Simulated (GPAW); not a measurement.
A run of GPAW 26.7.0 is set up as follows.

Contents of run.py:

```python
from ase.dft.bandgap import bandgap
from ase.io import read, write
from gpaw import GPAW

atoms = read('HgTe.cif')

calc = GPAW(mode='fd',
            h=0.16,
            xc='PBE',
            kpts={'size': (6, 6, 6), 'gamma': True},
            occupations={'name': 'fermi-dirac', 'width': 0.05},
            nbands=18,
            convergence={'density': 1e-05, 'energy': 1e-05},
            maxiter=150,
            txt='gpaw.txt')
atoms.calc = calc
energy = atoms.get_potential_energy()
forces = atoms.get_forces()
calc.write('gs.gpw')
write('result.traj', atoms)
print(f'Energy: {energy:.6f} eV')
print('Forces (eV/A):')
print(forces.round(4))
print('Fermi level:', round(calc.get_fermi_level(), 4), 'eV')
print(f'Gap: {bandgap(calc)[0]:.4f} eV, direct: {bandgap(calc, direct=True)[0]:.4f} eV')

path = atoms.cell.bandpath('GXWKGLUWLK,UX', npoints=80, eps=1e-4)
bs_calc = calc.fixed_density(kpts=path, symmetry='off', nbands=31,
                             convergence={'bands': 'CBM+6.0', 'eigenstates': 1e-6}, txt='bands.txt')
bs = bs_calc.band_structure()
bs.write('bs.json')
print(f'Gap on the path: {bandgap(bs_calc)[0]:.4f} eV')
```

Contents of HgTe.cif:

```cif
data_HgTe
_cell_length_a 4.54598950
_cell_length_b 4.54598950
_cell_length_c 4.54598950
_cell_angle_alpha 60.00000000
_cell_angle_beta 60.00000000
_cell_angle_gamma 60.00000000
_space_group_name_H-M_alt 'P1'
_space_group_name_Hall 'P 1'
_space_group_IT_number 1
loop_
_space_group_symop_operation_xyz
'x,y,z'
loop_
_atom_site_label
_atom_site_type_symbol
_atom_site_symmetry_multiplicity
_atom_site_Wyckoff_symbol
_atom_site_fract_x
_atom_site_fract_y
_atom_site_fract_z
_atom_site_occupancy
Hg1 Hg 1 a 0.0000000000 0.0000000000 0.0000000000 1
Te1 Te 1 a 0.7500000000 0.7500000000 0.7500000000 1
```

Potentials or basis: GPAW PAW data sets (gpaw-data 1.2.1), fd.

Run with:

```bash
$ OMP_NUM_THREADS=1 python run.py
```

Problem. Estimate the band gap along the path.

Solution. None (metal or under the smearing width).

Levels at the corners of the path, in eV from the Fermi level:
| point | band 10 | band 11 | band 12 | band 13 | band 14 | band 15 |
| --- | --- | --- | --- | --- | --- | --- |
| Γ | -0.59 | -0.04 | -0.04 | -0.04 | 4.20 | 4.20 |
| X | -5.50 | -2.38 | -2.38 | 1.94 | 2.42 | 8.26 |
| W | -5.58 | -2.78 | -2.66 | 3.22 | 4.59 | 5.28 |
| K | -5.52 | -3.04 | -1.98 | 2.27 | 4.02 | 7.04 |
| Γ | -0.59 | -0.04 | -0.04 | -0.04 | 4.20 | 4.20 |
| L | -5.58 | -1.06 | -1.06 | 0.76 | 5.01 | 5.01 |
| U | -5.52 | -3.04 | -1.98 | 2.27 | 4.02 | 7.04 |
| W | -5.58 | -2.78 | -2.66 | 3.22 | 4.59 | 5.28 |
| L | -5.58 | -1.06 | -1.06 | 0.76 | 5.01 | 5.01 |
| K | -5.52 | -3.04 | -1.98 | 2.27 | 4.02 | 7.04 |
| U | -5.52 | -3.04 | -1.98 | 2.27 | 4.02 | 7.04 |
| X | -5.50 | -2.38 | -2.38 | 1.94 | 2.42 | 8.26 |

Caveat: the real-space grid adds noise to forces; spin-orbit coupling is left out, which moves the levels of the heavy elements.
